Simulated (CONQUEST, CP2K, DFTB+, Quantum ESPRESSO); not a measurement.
**How far do other methods lie from plane waves? Ti2P3H7NO13 (P2_13) (104 atoms)**

Aim: forces, pressure of Ti2P3H7NO13 (P2_13) (104 atoms) at one geometry, from other programs and methods, against plane-wave PBE.

Results are calculated, not measured.

## 1. The structure

The cell holds 104 atoms (8 Ti, 28 H, 12 P, 4 N and 52 O), with edges of 9.94, 9.94 and 9.94 Å. Recipe: Ti2P3H7NO13, space group P2_13, structure from the Crystallography Open Database, 1 x 1 x 1 conventional cells; positions as listed; bonds to H set to neutron lengths (C-H 1.089, N-H 1.015, O-H 0.983, B-H 1.19 Å) where the listed ones are shorter. Then every atom was moved at random, 0.03 Å r.m.s. a Cartesian component (hydrogen 0.6 of that). The density is 2.83 g/cm³.

## 2. The reference input

Quantum ESPRESSO 7.5: Kohn-Sham DFT, PBE, SSSP efficiency 1.3.0 pseudopotentials, plane waves. Its input, pw.in:

```
&control
  calculation = 'scf'
  pseudo_dir = './pseudo'
  outdir = './tmp'
  disk_io = 'none'
  tprnfor = .true.
  tstress = .true.
/
&system
  ibrav = 0
  nat = 104
  ntyp = 5
  ecutwfc = 60
  ecutrho = 480
  nosym = .true.
  occupations = 'smearing'
  smearing = 'fd'
  degauss = 0.003675
/
&electrons
  conv_thr = 5.2e-07
  electron_maxstep = 100
  mixing_beta = 0.2
  mixing_mode = 'local-TF'
  diagonalization = 'david'
/
ATOMIC_SPECIES
Ti 47.867 Ti.upf
H 1.008 H.upf
P 30.974 P.upf
N 14.007 N.upf
O 15.999 O.upf
CELL_PARAMETERS angstrom
9.93840 0.00000 0.00000
0.00000 9.93840 0.00000
0.00000 0.00000 9.93840
ATOMIC_POSITIONS crystal
Ti 0.08880 0.08056 0.08607
Ti 0.41484 0.91678 0.59307
Ti 0.91362 0.58567 0.41843
Ti 0.58906 0.41713 0.91922
[... 98 atom lines left out ...]
O 0.79106 0.78699 0.79041
O 0.71435 0.21784 0.28575
K_POINTS gamma
```

```console
$ OMP_NUM_THREADS=1 mpirun -np 4 pw.x -in pw.in > output.txt
```

It took 7.5 min on 4 MPI ranks of AMD EPYC 7R43, shared host; peak memory 2.9 GiB.

It converged with an r.m.s. force component of 1.5 eV/Å and a pressure of 6.7 GPa.

## 3. The other programs

- CONQUEST 1.3: pseudo-atomic orbitals (double zeta with polarisation, or contracted to multi-site or on-site support functions) with norm-conserving potentials on an integration grid.
- CP2K 2026.2: Gaussian basis with GTH pseudopotentials and a plane-wave density; labels give functional, basis (MOLOPT sets; SR short-range, UZH the newer set with its own potentials), grid cutoff/relative cutoff and solver (OT: orbital transformation; TRS4, TC2, SIGN: linear-scaling purification with its sparsity filter), or its built-in tight binding.
- DFTB+ 25.1: tight binding, with Slater–Koster sets (DFTB) or xTB through its tblite library.

All use the same cell and atoms, and the electronic-structure runs the same k-mesh.

## 4. All runs compared

Differences are against the reference: forces as r.m.s. over components, share as that over the reference's r.m.s. force, slope as the fitted ratio of a run's forces to the reference's.

```
                                                    run  Δ force, r.m.s. (meV/Å)  share (%)  slope  Δ pressure (GPa)  cores  CPU time  memory (GiB)
                                              reference                        -          -      -                 -      4    30 min           2.9
                              CONQUEST PBE, grid 120 Ha                      176       11.4  1.024              1.62      4    39 min           8.2
CONQUEST PBE, grid 120 Ha, multi-site 6.5 bohr (coarse)                      195       12.7  1.021                 -      4    31 min           7.9
                           CONQUEST PBEsol, grid 120 Ha                      209       13.6  1.019             -2.39      4    37 min           8.0
CP2K PBE, DZVP-UZH, 800/20 Ry, diagonalisation (coarse)                      112       7.29  0.992             0.981      4    18 min           6.2
         CP2K PBE, DZVP-UZH, 800/50 Ry, diagonalisation                     97.9       6.35  0.994             0.559      4    34 min           6.2
                                         DFTB+ GFN1-xTB                      415       26.9  0.880             -9.32      1      41 s          0.76
                                         DFTB+ GFN2-xTB                      473       30.7  0.880             -15.6      1      48 s          0.62
```

Rows marked coarse were listed beforehand as settings not expected to be converged; some can still land near the reference.

Runs without a result: CP2K PBE, SZV-MOLOPT-SR, 800/50 Ry, diagonalisation (cut off at its time limit).

CPU time is summed over cores on shared hosts, so it is rough.

## 5. What came out

Forces lie from 6.4 % (CP2K PBE, DZVP-UZH, 800/50 Ry, diagonalisation) to 31 % (DFTB+ GFN2-xTB) of the reference's r.m.s. force of 1.5 eV/Å away from it. The PBE runs in local orbitals, coarse settings apart, differ by 6.4 % (CP2K PBE, DZVP-UZH, 800/50 Ry, diagonalisation) to 11 % (CONQUEST PBE, grid 120 Ha); basis, grid and potentials can all enter. Tight binding differs by 27 % (DFTB+ GFN1-xTB) to 31 % (DFTB+ GFN2-xTB); it is another model, with fitted parameters of its own, and the xTB methods hold dispersion. Rows with another functional or a dispersion term differ by 14 % (CONQUEST PBEsol, grid 120 Ha), which mixes the change of model with differences of basis and potentials.

Runs with settings chosen to be coarse differ by 7.3 % (CP2K PBE, DZVP-UZH, 800/20 Ry, diagonalisation) to 13 % (CONQUEST PBE, grid 120 Ha, multi-site 6.5 bohr), their programs' other errors included. Pressures at PBE, coarse settings apart, lie +0.56 to +1.62 GPa from the reference's.

Caveats: Periodic xTB results under one method name differ between programs and library versions (DFTB+ here holds tblite 0.3). With short bonds to hydrogen, sets of potentials differ among themselves by several per cent in forces even at converged cutoffs, so the reference isn't exact here either. The reference's pressure holds the uncorrected Pulay stress of its 60 Ry basis, so small pressure differences may be the reference's own error. In our tests on small cells the SSSP efficiency potentials stood apart from two norm-conserving sets, for C–F bonds most and for P–O bonds less, so differences from this reference needn't be the other run's error. The reference's stress is far from hydrostatic: its diagonal is 5.9, 5.3, 8.8 GPa, compression counted positive. The published positions, changed by the recipe (random displacements or longer bonds to H), lie far from the minimum at this level of theory. The runs have no spin polarisation, so moments on Ti can't form, and no Hubbard term. The electronic-structure runs sample only Γ, in a cell whose shortest periodic width is 10 Å, which is coarse for a cell with partly filled levels. The reference's pressure of 6.7 GPa reflects the volume that the recipe set, positions that aren't this level's minimum and the coarse k-sampling. Where levels are smeared, the DFT runs use Fermi–Dirac occupations at 580 K (0.05 eV), and energies are free energies. The atoms were displaced at random, and shares hang on the size of the forces that this gives. The reference's cutoffs and mesh weren't converged further here.

[Logs are printed without paths, hosts, clocks, repeated set-up lines and the standing remarks that a program may print on its own settings, such as how far it seeks lower states.]

[Hosts, paths, dates, database ids (printed as entryN), source tags and the programs' standing remarks are cut or masked in the printed files.]

[Cells were taken only where this reference lay near another plane-wave run.]
